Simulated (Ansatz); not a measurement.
# CuO (Tenorite) (C2/c) in Ansatz: further runs, part 2 of 2

Ansatz 0.2.0.

**4. Relaxation of cell and atoms, PBEsol, target pressure 10 GPa, at which the enthalpy is minimised**

Input file input.yaml:

```yaml
crystal:
  lattice:
    - [2.34185, -1.7113, 0.0]
    - [2.34185, 1.7113, 0.0]
    - [-0.8500274268, 0.0, 5.0578693947]
  atoms:
    - { symbol: Cu, position: [0.5, 0.0, 0.5] }
    - { symbol: Cu, position: [0.0, 0.5, 0.0] }
    - { symbol: O, position: [0.4184, 0.5816, 0.75] }
    - { symbol: O, position: [0.5816, 0.4184, 0.25] }
kpoints:
  mp_grid: { grid: [10, 10, 5] }
scf:
  occupations: { method: fermi_dirac, width: 0.05 }
hamiltonian:
  xc: pbesol
  pseudopotentials: { kind: all_electron, lapw: { basis_error: 0.002 } }
output:
  forces: true
  stress: true
relax:
  f_tol: 0.005
  max_steps: 60
  cell: { p_target: 10 }
```

Potentials or basis: all-electron LAPW, scalar-relativistic.

The run is started by

```console
$ ansatz run input.yaml --threads 2 --pin off --max-ram 8192MiB --backend cpu --events-out ev --progress --plain --runs-dir out
```

Output:

```text
Warning: RAYON_NUM_THREADS=2 ignored (pool sized by the plan → 2); use --threads N
The last accepted step is kept in <dir> (removed where the run ends without a failure and the disk answers)
LAPW: plane waves up to 10.669 Å⁻¹, error target 2.0e-3 eV per atom; small_component_spin mean_spin; O in spheres of 0.845 Å, 8 of its electrons in bands, Dirac shells []; Cu in spheres of 1.047 Å, 19 of its electrons in bands, Dirac shells [] (how accurate: hamiltonian.pseudopotentials.lapw.basis_error, Limitations)
Engine: ansatz 0.2.0, aarch64-unknown-linux-gnu
Pseudopotentials: kind: all_electron
Pseudopotential: Cu, LAPW, valence charge 19, lapw/all_electron/scalar/gaussian/Cu, Koelling and Harmon's equation, gaussian nucleus
Pseudopotential: O, LAPW, valence charge 8, lapw/all_electron/scalar/gaussian/O, Koelling and Harmon's equation, gaussian nucleus
Functional definition: PBEsol
  exchange = pbesol_x
  correlation = pbesol_c
Crystal: 4 atoms, lattice volume = 40.540 Å³
Basis set: ecut = 433.6999217937276 eV, 833 PW (Γ), exchange–correlation at level 2
Bands: 33, of which v1, the nominal top of the filled ones, is band 27 counted from 1 (26 counted from 0)
Symmetry: 4 space group operations
Space group: C2/c (ITA 15), of the structure as read, at distance tolerance 3.4e-5 Å
[... 129 lines left out ...]
  Basis errors (estimates in eV, not in F): energy 8.8e-4 per atom: plane waves 8.0e-4 (4.8e-4 summed), levels above the bands 4.1e-92, relativity 8.2e-8, radial functions 7.3e-5, core shells 2.7e-8; eigenvalues (radial functions only) 1.2e-5; not estimated: angular momenta, meshes, grids; target (lapw.basis_error) 2.0e-3; muffin-tin radii O 0.828 Å, Cu 1.026 Å
--- Forces (eV/Å), atoms counted from 1 ---
  atom   1  Cu    -0.00000000     0.00000000     0.00000000
  atom   2  Cu     0.00000000    -0.00000000     0.00000000
  atom   3  O      0.00000000    -0.00078858    -0.00000000
  atom   4  O      0.00000000     0.00078858     0.00000000
  max |Σ_I F_I| component: 4.93e-31 eV/Å
--- Stress (GPa, compression-positive) ---
        9.971145      -0.000000      -0.005801
       -0.000000      10.027173      -0.000000
       -0.005801      -0.000000      10.002764
  P = ⅓ Tr σ = 10.0004 GPa (100.004 kbar)
--- Relaxed structure (7 steps of the walk, 7 accepted, 1 SCFs on fresh bases) ---
  F+E_penalty+E_count = -94076.54337739 eV   max|allowed force component| = 7.886e-4 eV/Å   (the final SCF, on the basis selected at the relaxed cell)
  cell:  # Å, volume = 38.1735 Å³
    - [2.2588391405804984, -1.71164154800971, -0.03402313965555867]
    - [2.2588391405804984, 1.71164154800971, -0.034023139655558685]
    - [-0.8933790887538565, -2.392453539463441e-17, 4.950122866011712]
  atoms:
    - { symbol: Cu, position: [0.5, 4.163336342344337e-17, 0.5] }
    - { symbol: Cu, position: [3.957337929572091e-17, 0.5, 4.336808689942018e-19] }
    - { symbol: O, position: [0.420186038467663, 0.5798139615323372, 0.7500000000000001] }
    - { symbol: O, position: [0.5798139615323371, 0.4201860384676629, 0.25] }
```

It took 3.7 min on 2 threads of Arm Neoverse V2, shared host; peak memory 0.9 GiB.

What came out:

```
Free energy                                            : -94076.5434 eV
Relaxed volume                                         : 9.54 Å³/atom
Relaxed cell                                           : a = 2.834 Å, b = 2.834 Å, c = 5.030 Å, α = 98.82°, β = 98.82°, γ = 74.30°
Space group after relaxing (to 0.05 Å)                 : C2/c (No. 15)
Energy change on relaxing (the enthalpy is what falls) : +8.8 meV/atom
Ionic steps                                            : 8
Pressure after relaxing                                : 10.0 GPa
```

Step by step:
```
step  energy change (eV)  largest force (eV/Å)  volume (Å³)
   1              0.0000                0.3583        40.54
   2              0.0132                0.2317        38.94
   3              0.0679                0.0505        37.71
   4              0.0563                0.0275        37.87
   5              0.0385                0.0115        38.13
   6              0.0371                0.0051        38.15
   7              0.0354                0.0008        38.17
   8              0.0353                0.0008        38.17
```

Final structure:
```
CELL_PARAMETERS angstrom
2.25884 -1.71164 -0.03402
2.25884 1.71164 -0.03402
-0.89338 0.00000 4.95012
ATOMIC_POSITIONS crystal
Cu 0.50000 0.00000 0.50000
Cu 0.00000 0.50000 0.00000
O 0.42019 0.57981 0.75000
O 0.57981 0.42019 0.25000
```

Caveat: the run has no spin polarisation, though such a crystal can be magnetic.

**5. The reference run**

An earlier run on the cell as given: functional PBEsol; potentials or basis all-electron LAPW, scalar-relativistic; cutoff 439 eV (chosen from the basis error); basis error allowed 0.001 eV/atom; k mesh 10 × 10 × 5; occupations fermi-dirac, width 0.05 eV; no spin polarisation.

- Pressure: -2.7 GPa
- Largest force: 0.358 eV/Å
- Band gap on the k mesh: none (metal or under the smearing width)
- Loewdin charges: Cu +1.01; O -0.89 e

**6. Summary**

```tsv
task	cell	cutoff (eV)	basis error allowed	gap on the mesh (eV)	pressure (GPa)
relaxation of cell and atoms	relaxed	-	0.002 eV/atom	none	0.0
relaxation of cell and atoms	relaxed to 5 GPa	-	0.002 eV/atom	-	5.0
relaxation of cell and atoms	relaxed to 10 GPa	-	0.002 eV/atom	-	10.0
single point	as given	439	0.001 eV/atom	none	-2.7
```

Alike in all rows: level PBEsol; potentials or basis all-electron LAPW, scalar-relativistic; no spin polarisation; k mesh 10 × 10 × 5; smearing fermi-dirac 0.05 eV.

Caveats: the run has no spin polarisation, though such a crystal can be magnetic; semilocal functionals often make such compounds metallic where correlation or magnetic order opens a gap, which also shifts bond lengths (some runs).

Compare energies only between runs with the same functional and basis.
